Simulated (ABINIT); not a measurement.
SrO:

```
Sr O
1.0
     0.00000    2.56630    2.56630
     2.56630    0.00000    2.56630
     2.56630    2.56630    0.00000
Sr O
1 1
Direct
  0.50000 0.50000 0.50000
  0.00000 0.00000 0.00000
```

Program: ABINIT 10.8.3 (patched build). Alike in all runs: task single point; cell as given; k mesh 7 × 7 × 7; cutoff (eV) 517; smearing fermi-dirac 0.05 eV.

Question: Order these runs on this cell by their pressure, lowest first.
A. level PBEsol; potentials or basis JTH PAW PBE v2.0; spin off
B. level LDA; potentials or basis JTH PAW LDA v2.0; spin off
C. level PBE; potentials or basis JTH PAW PBE v2.0; spin SOC, no magnetisation

Answer: B (-4.4 GPa), A (-1.1 GPa), C (2.8 GPa).

Caveats: the PAW data sets were made with another functional, which shifts forces and pressure a little (some runs).
